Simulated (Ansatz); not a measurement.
# Gaps and decay in MgS/KF stacks, part 4 of 4

How do the layer thicknesses change the gap of MgS/KF? The crystals are MgS rock salt(001) and KF rock salt(001), on a common net of side 3.833 Å (+3.6 % and +0.0 % against typed lattice constants near PBE's). Layer spacings come from each crystal relaxed along the normal on that net, and the joins take the mean spacing. The stacks are then relaxed. The first steps treat the bulk crystals alone.

Ansatz 0.2.0; PBE DFT, plane waves, PAW files (the session's first sound run).

So far, gap on path (eV): step 3 (band edges, strain 0.0365, crystal MgS rock salt(001)) 2.43; step 5 (the bulk crystal and its band edges, strain 0.0001, crystal KF rock salt(001)) 5.96; step 7 (band edges of the superlattice, atomic layers of each crystal 2×1, k-mesh 6×6×4) 2.46; step 10 (band edges of the superlattice, atomic layers of each crystal 1×4, k-mesh 6×6×2) 2.67.

## Step 13: Band edges of the superlattice, atomic layers of each crystal 2×4, k-mesh 6×6×2

Another period, with its own band edges.

input.yaml reads:

```yaml
crystal:
  lattice:
    - [3.833, 0.0, 0.0]
    - [0.0, 3.833, 0.0]
    - [0.0, 0.0, 15.9617125061]
  atoms:
    - { symbol: S, position: [0.0, 0.0, 0.0042778846] }
    - { symbol: Mg, position: [0.5, 0.5, -0.0027966322] }
    - { symbol: S, position: [0.5, 0.5, 0.1561893999] }
    - { symbol: Mg, position: [0.0, 0.0, 0.1632639167] }
    - { symbol: F, position: [0.0, 0.0, 0.3122522641] }
    - { symbol: K, position: [0.5, 0.5, 0.3332891617] }
    - { symbol: F, position: [0.5, 0.5, 0.5004298779] }
    - { symbol: K, position: [0.0, 0.0, 0.4940693143] }
    - { symbol: F, position: [0.0, 0.0, 0.6600374066] }
    - { symbol: K, position: [0.5, 0.5, 0.6663979702] }
    - { symbol: F, position: [0.5, 0.5, 0.8482150204] }
    - { symbol: K, position: [0.0, 0.0, 0.8271781228] }
kpoints:
  mp_grid: { grid: [6, 6, 2] }
  band_path: { path: [VBM, CBM], npoints: 24 }
scf:
  occupations: { method: fixed }
  max_iter: 120
hamiltonian:
  xc: pbe
output:
  eigenvalues: true
  write_potential: true
  write_density: true
  volumetric_format: npy
```

Launch:

```
$ ansatz run input.yaml --threads 4 --pin off --max-ram 10240MiB --backend cpu --events-out ev --progress --plain --runs-dir out
```

Numbers of over 12 decimals in the logs are rounded to 6 here.

The log of the run:

```text
[...]
Crystal: 12 atoms, lattice volume = 234.508 Å³
Basis set: ecut = 420 eV, 4613 PW (Γ)
Bands: 60, of which v1, the nominal top of the filled ones, is band 48 counted from 1 (47 counted from 0)
Symmetry: 16 space group operations
[...]
k-points: 20 of 72
[...]
--- Band table (eV; the first three rows and the last of 20) ---
  k-point 0: bands = [... 44 lower, 4.0588, 4.2014, 5.0596, 5.0596, 7.2553, 8.3845, 8.4887, 9.1267, ... 8 higher]
  k-point 1: bands = [... 44 lower, 4.0588, 4.1870, 5.0596, 5.0596, 7.3985, 7.8725, 9.0265, 9.1795, ... 8 higher]
  k-point 2: bands = [... 44 lower, 4.1748, 4.3212, 4.6980, 5.0686, 7.7730, 8.6792, 9.1963, 9.4384, ... 8 higher]
  k-point 19: bands = [... 44 lower, 3.4388, 3.4388, 3.9042, 3.9042, 8.8037, 8.8037, 9.4744, 9.4744, ... 8 higher]
[key lines of the parts left out:]
SCF converged after 8 iterations
Free energy (F): -15051.966958 eV
Fermi energy:    5.068558 eV
```

Elapsed: 22 s, on 4 threads of Arm Neoverse V2, shared host; peak memory 0.69 GiB.

Electronic bands along the path, in eV, zero at the Fermi level (highest filled level under fixed occupations); v1 is the highest filled band, c1 the lowest empty one:

| point | v4 | v3 | v2 | v1 | c1 | c2 | c3 | c4 |
| --- | --- | --- | --- | --- | --- | --- | --- | --- |
| VBM | -0.86 | -0.86 | -0.34 | 0.00 | 2.82 | 3.68 | 4.26 | 4.42 |
| halfway | -0.97 | -0.54 | -0.31 | 0.00 | 2.37 | 3.42 | 3.69 | 4.19 |
| CBM | -1.01 | -0.87 | -0.01 | -0.01 | 2.19 | 3.32 | 3.42 | 4.06 |

The searched edges give 2.19 eV, as on the mesh.

Between step 7 and this run (12 atoms and atomic layers of each crystal 2×4) the value for the gap on path moves from 2.46 eV to 2.19 eV.

## Step 14: Minibands and complex bands along the stacking, atomic layers of each crystal 2×4, k-mesh 6×6×2

This step: PBE DFT, plane waves, PAW files; complex bands by layer matching along the plane's normal (Ansatz 0.2.0).

The whole cell is now the period, so open channels are minibands and Im kz is the decay through the stack.

Changes to input.yaml since step 13:

```diff
@@ -20,3 +20,2 @@
   mp_grid: { grid: [6, 6, 2] }
-  band_path: { path: [VBM, CBM], npoints: 24 }
 scf:
@@ -28,4 +27,6 @@
   eigenvalues: true
-  write_potential: true
-  write_density: true
-  volumetric_format: npy
+  transmission:
+    leads: [[0, 0]]
+    kpoints: [[0.0, 0.0], [0.0, 0.1875]]
+    e_range: [-1.5, 3.69]
+    de: 0.07
```

The log of the run:

```text
[...]
Crystal: 12 atoms, lattice volume = 234.508 Å³
Basis set: ecut = 420 eV, 4613 PW (Γ)
Bands: 60, of which v1, the nominal top of the filled ones, is band 48 counted from 1 (47 counted from 0)
Symmetry: 16 space group operations
[...]
k-points: 20 of 72
[...]
k-point 19: bands = [... 44 lower, 3.4388, 3.4388, 3.9042, 3.9042, 8.8037, 8.8037, 9.4744, 9.4744, ... 8 higher]
--- Transmission ---
  basis      : 137 plane waves across, 23 finite elements along
  points     : 2, as listed
[...]
crystal 0  : Mg2S2F4K4, at the sites [0, 0], period 15.9617 Å: whole cells are its period
[...]
channels       : 0.000000e0 a spin
[...]
slowest decay  : 0.3096 /Å at (0.0000, 0.0000)
[key lines of the parts left out:]
SCF converged after 8 iterations
Free energy (F): -15051.966958 eV
Fermi energy:    5.068558 eV
```

The job ended after 15 s (4 threads; peak memory 0.82 GiB).

Lower lead, k parallel (0, 0); values up to 1.129 1/Å, a degenerate pair printed once or twice; energies at which all values exceed this have no row. Im kz of the slowest decaying states against energy, zero at the highest filled level on the SCF mesh:

| energy (eV) | decay 1 (Å⁻¹) | decay 2 (Å⁻¹) | decay 3 (Å⁻¹) | decay 4 (Å⁻¹) |
| --- | --- | --- | --- | --- |
| -1.5000 | 0.299 | 0.644 | 0.746 | - |
| -1.2200 | 0.277 | 0.645 | 0.674 | - |
| -1.0100 | 0.225 | 0.230 | 0.644 | - |
| -0.7300 | 0.233 | 0.641 | 0.646 | - |
| -0.5200 | 0.289 | 0.638 | 0.652 | - |
| -0.2400 | 0.321 | 0.620 | 0.633 | - |
| -0.0300 | 0.334 | 0.477 | 0.629 | - |
| 0.2500 | 0.340 | 0.622 | 0.637 | 1.12 |
| 0.5300 | 0.338 | 0.615 | 0.682 | 1.08 |
| 0.7400 | 0.331 | 0.608 | 0.700 | 1.05 |
| 1.0200 | 0.315 | 0.599 | 0.714 | 1.01 |
| 1.2300 | 0.297 | 0.592 | 0.720 | 0.983 |
| 1.5100 | 0.263 | 0.581 | 0.723 | 0.941 |
| 1.7200 | 0.228 | 0.572 | 0.723 | 0.909 |
| 2.0000 | 0.154 | 0.559 | 0.720 | 0.863 |
| 2.2800 | 0.545 | 0.714 | 0.814 | - |
| 2.4900 | 0.0765 | 0.533 | 0.709 | 0.775 |
| 2.7700 | 0.0361 | 0.514 | 0.698 | 0.720 |
| 2.9800 | 0.498 | 0.675 | 0.690 | - |
| 3.2600 | 0.472 | 0.608 | 0.676 | 1.11 |
| 3.4700 | 0.447 | 0.552 | 0.664 | 1.10 |

At the listed wavevectors the last open channel is at -0.87 eV and the next at +2.21 eV on the grid, wider than the gap, since narrow bands can fall between grid energies. At +1.09 eV, the grid energy nearest the filling level (the middle of the gap on the SCF mesh), the slowest state at the listed wavevectors decays with κ = 0.310 Å⁻¹, its amplitude falling by e over 3.2 Å.

## Step 15: The same cell, other settings

This step: PBE DFT, plane waves, PAW files; complex bands by layer matching along the plane's normal; changed: scf.mixing = {"algorithm": "anderson", "beta": 0.005, "ndim": 1} (Ansatz 0.2.0).

This run repeats an earlier one, its twin (the minibands run), with three settings changed (scf.mixing.algorithm, scf.mixing.beta, scf.mixing.ndim; files written aside). The setting was drawn as a possible misstep, on purpose.

Changes to input.yaml since step 14:

```diff
@@ -23,2 +23,3 @@
   max_iter: 120
+  mixing: { algorithm: anderson, beta: 0.005, ndim: 1 }
 hamiltonian:
```

The log of the run:

```text
Engine: ansatz 0.2.0, aarch64-unknown-linux-gnu
Pseudopotentials: kind: paw
Pseudopotential: S, paw, valence charge 6, recommended cutoff 420 eV (normal), S.paw.azcp
Pseudopotential: Mg, paw, valence charge 10, recommended cutoff 420 eV (normal), Mg.paw.azcp
Pseudopotential: F, paw, valence charge 7, recommended cutoff 420 eV (normal), F.paw.azcp
Pseudopotential: K, paw, valence charge 9, recommended cutoff 420 eV (normal), K.paw.azcp
Functional definition: PBE
  parameter kappa = 0.804
  parameter beta = 0.066725
  exchange = pbe_x(kappa = kappa, mu = beta*pi^2/3)
  correlation = pbe_c(beta = beta)
Crystal: 12 atoms, lattice volume = 234.508 Å³
Basis set: ecut = 420 eV, 4613 PW (Γ)
Bands: 60, of which v1, the nominal top of the filled ones, is band 48 counted from 1 (47 counted from 0)
Symmetry: 16 space group operations
Space group: P4/nmm (ITA 129), of the structure as read, at distance tolerance 6.2e-5 Å
k-points: 20 of 72
Non-local potential: S, projectors of the file, l = 0: 2, l = 1: 2, l = 2: 2
Non-local potential: Mg, projectors of the file, l = 0: 3, l = 1: 2, l = 2: 1
Non-local potential: F, projectors of the file, l = 0: 2, l = 1: 2, l = 2: 1
Non-local potential: K, projectors of the file, l = 0: 3, l = 1: 2, l = 2: 2
PAW form: soft (Blöchl's): semilocal exchange-correlation on the pseudo side does not see the compensation charge
PAW one-centre angular grid: S, 110 points (default); XC on 64 Gauss nodes
PAW one-centre angular grid: Mg, 110 points (default); XC on 64 Gauss nodes
PAW one-centre angular grid: F, 110 points (default); XC on 64 Gauss nodes
PAW one-centre angular grid: K, 110 points (default); XC on 64 Gauss nodes
Initial density: superposition of atomic densities (neutral atoms: chi_scale 0, normalization atom), corrected by the library's trained network
Initial wavefunctions: pseudopotential atomic-orbital guess
Functional: x = pbe(κ = 0.804, μ = 0.219515), c = pbe(β = 0.066725)
SCF iter   1: F=—  HF=-15051.982498 eV  |F-HF|=—  |Δ(HF+E_count)|=         —  Δρ=1.61e-3  dr2=3.14e-2  ethr=1.77e-3  ⟨swp⟩=4.9  Hψ=4312  notcnv=0  defer=183
preconditioner: auto → Resta (q_TF=auto, 2.351 Å⁻¹)  ε∞=3.2  [insulator: Δε(μ)=2.591 eV  Ē_g=13.036 eV  n_scr=50 (ndim 1)  ℏωp=19.4 eV  f_vac=0.080  ε∞_Penn≈3.2]
SCF iter   2: F=—  HF=-15051.980596 eV  |F-HF|=—  |Δ(HF+E_count)|=   1.90e-3  Δρ=1.61e-3  dr2=3.14e-2  ethr=3.27e-5  ⟨swp⟩=2.0  Hψ=2051  notcnv=0  defer=198
SCF iter   3: F=—  HF=-15051.980478 eV  |F-HF|=—  |Δ(HF+E_count)|=   1.18e-4  Δρ=1.59e-3  dr2=3.11e-2  ethr=3.27e-5  ⟨swp⟩=1.0  Hψ=1086  notcnv=0  defer=169
SCF iter   4: F=—  HF=-15051.980372 eV  |F-HF|=—  |Δ(HF+E_count)|=   1.06e-4  Δρ=1.58e-3  dr2=3.08e-2  ethr=3.24e-5  ⟨swp⟩=1.0  Hψ=1086  notcnv=0  defer=146
SCF iter   5: F=—  HF=-15051.980266 eV  |F-HF|=—  |Δ(HF+E_count)|=   1.06e-4  Δρ=1.57e-3  dr2=3.06e-2  ethr=3.21e-5  ⟨swp⟩=1.0  Hψ=1086  notcnv=0  defer=133
SCF iter   6: F=—  HF=-15051.980168 eV  |F-HF|=—  |Δ(HF+E_count)|=   9.84e-5  Δρ=1.56e-3  dr2=3.03e-2  ethr=3.19e-5  ⟨swp⟩=1.0  Hψ=1086  notcnv=0  defer=128
SCF iter   7: F=—  HF=-15051.980058 eV  |F-HF|=—  |Δ(HF+E_count)|=   1.10e-4  Δρ=1.55e-3  dr2=3.01e-2  ethr=3.16e-5  ⟨swp⟩=1.0  Hψ=1086  notcnv=0  defer=123
SCF iter   8: F=—  HF=-15051.979956 eV  |F-HF|=—  |Δ(HF+E_count)|=   1.02e-4  Δρ=1.54e-3  dr2=2.98e-2  ethr=3.13e-5  ⟨swp⟩=1.0  Hψ=1086  notcnv=0  defer=119
SCF iter   9: F=—  HF=-15051.979864 eV  |F-HF|=—  |Δ(HF+E_count)|=   9.25e-5  Δρ=1.53e-3  dr2=2.96e-2  ethr=3.11e-5  ⟨swp⟩=1.0  Hψ=1101  notcnv=0  defer=119
[...]
SCF iter 114: F=—  HF=-15051.973021 eV  |F-HF|=—  |Δ(HF+E_count)|=   4.61e-5  Δρ=9.18e-4  dr2=1.34e-2  ethr=1.40e-5  ⟨swp⟩=1.0  Hψ=1086  notcnv=0  defer=114
SCF iter 115: F=—  HF=-15051.972985 eV  |F-HF|=—  |Δ(HF+E_count)|=   3.67e-5  Δρ=9.15e-4  dr2=1.33e-2  ethr=1.39e-5  ⟨swp⟩=1.0  Hψ=1086  notcnv=0  defer=114
SCF iter 116: F=—  HF=-15051.972997 eV  |F-HF|=—  |Δ(HF+E_count)|=   1.19e-5  Δρ=9.11e-4  dr2=1.32e-2  ethr=1.38e-5  ⟨swp⟩=1.0  Hψ=1086  notcnv=0  defer=114
SCF iter 117: F=—  HF=-15051.972956 eV  |F-HF|=—  |Δ(HF+E_count)|=   4.05e-5  Δρ=9.08e-4  dr2=1.31e-2  ethr=1.37e-5  ⟨swp⟩=1.0  Hψ=1086  notcnv=0  defer=114
SCF iter 118: F=—  HF=-15051.972671 eV  |F-HF|=—  |Δ(HF+E_count)|=   2.85e-4  Δρ=9.05e-4  dr2=1.30e-2  ethr=1.36e-5  ⟨swp⟩=12.5  Hψ=5356  notcnv=0
SCF iter 119: F=—  HF=-15051.972632 eV  |F-HF|=—  |Δ(HF+E_count)|=   3.94e-5  Δρ=9.01e-4  dr2=1.29e-2  ethr=1.35e-5  ⟨swp⟩=1.6  Hψ=2530  notcnv=0
SCF iter 120: F=—  HF=-15051.972592 eV  |F-HF|=—  |Δ(HF+E_count)|=   3.92e-5  Δρ=8.98e-4  dr2=1.28e-2  ethr=1.34e-5  ⟨swp⟩=2.9  Hψ=2850  notcnv=0
Error: did not converge after 120 iterations: dr2 = 1.28e-2 (threshold 1.00e-7), under the density mixer `anderson`; at k-index 0, counted from 0 in this SCF's own list of k-points, the highest band that the last eigensolve's fill by count filled, 4.875494 eV, and the lowest that it left empty, 7.338888 eV, lay 2.463e0 eV apart, the closest at any k-point: where those lie closer than the levels still move from one iteration to the next, and no symmetry of the run holds them equal, such a fill need not settle, and opposed starting moments at zero total moment, or else a narrow smearing, may settle it (`scf.occupations.method`, Limitations, in the input reference); [rest of the remark cut]
```

The job ended after 20 s (4 threads; peak memory 0.67 GiB).

Residual by cycle:

cycle, log10 residual and a bar from the least value:
```
        1       -1.5 ##############################
       12       -1.5 ###########################
       23       -1.6 ########################
       33       -1.6 #####################
       44       -1.7 ###################
       55       -1.7 ################
       66       -1.7 #############
       77       -1.8 ##########
       88       -1.8 ########
       98       -1.8 #####
      109       -1.9 ###
      120       -1.9
```

No converged result was reached; the numbers in the log don't describe the system.

After 120 cycles the residual stands at 0.013, against 0.020 at cycle 61 and a least value of 0.013. The cap of 120 cycles in the input ended the loop.

The program's message: “Error: did not converge after 120 iterations: dr2 = 1.28e-2 (threshold 1.00e-7), under the density mixer `anderson`; at k-index 0, counted from 0 in this SCF's own list of k-points, the highest band t …”

The fault put into the input: mixing far too weak (scf.mixing).

## Step 16: Outcome

```yaml
gap_2_1_layers: 2.46 eV
gap_1_4_layers: 2.67 eV
gap_2_4_layers: 2.19 eV
least_decay_at_plus_1p22_ev_listed_points_2_1_layers: 0.286 Å⁻¹
least_decay_at_plus_1p30_ev_listed_points_1_4_layers: 0.344 Å⁻¹
least_decay_at_plus_1p09_ev_listed_points_2_4_layers: 0.310 Å⁻¹
```

**Reading.** The gap is smallest for 2+4 layers and largest for 1+4, a spread of 0.48 eV (2.19 to 2.67 eV). Only the first crystal's layer differs between these two. Thickening the second crystal alone, from 1 to 4 planes, takes the gap from 2.46 to 2.19 eV. A semilocal functional narrows gaps.

[Logs are printed without paths, hosts, clocks, repeated set-up lines and the standing remarks that a program may print on its own settings, such as how far it seeks lower states.]

[Hosts, paths, dates, database ids (printed as entryN), source tags and the programs' standing remarks are cut or masked in the printed files.]
